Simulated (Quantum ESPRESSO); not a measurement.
## Pb under changes of volume

One of the cells (30.323 Å³/atom); the others are scaled copies at fixed shape and fractional positions:

```
Pb
1.0
     0.00000    2.47502    2.47502
     2.47502    0.00000    2.47502
     2.47502    2.47502    0.00000
Pb
1
Direct
  0.00000 0.00000 0.00000
```

| Quantity | Value |
| --- | --- |
| Program | Quantum ESPRESSO 7.5 |
| Functional | vdW-DF |
| Potentials or basis | PseudoDojo 0.4.1 SR PBE standard |
| Cutoff | 762 eV |
| Density cutoff | 3048 eV |
| k mesh | 9 × 9 × 9 |
| Occupations | fermi-dirac, width 0.05 eV |
| Spin | no spin polarisation |

```tsv
volume (Å³/atom)	energy over the lowest point (meV/atom)	pressure (GPa)
28.503	118.95	9.1
29.110	87.39	7.6
29.716	61.31	6.2
30.323	40.08	5.0
30.929	23.07	4.0
31.535	?	?
32.142	0.00	2.1
```

Question: What does the run at 31.535 Å³/atom give?

Answer: Energy over the lowest point 9.82 meV/atom; pressure 3.0 GPa.

Worked out: A Birch-Murnaghan fit of order 3 (a polynomial in V^(-2/3)) to the other rows has no minimum within the range. It gives 9.88 meV/atom at 31.535 Å³/atom, against the run's 9.82, and -dE/dV = 3.0 GPa, against 3.0.

Energies are extrapolated to zero smearing.

Caveats: the potentials were made for another functional, which shifts forces and pressure.
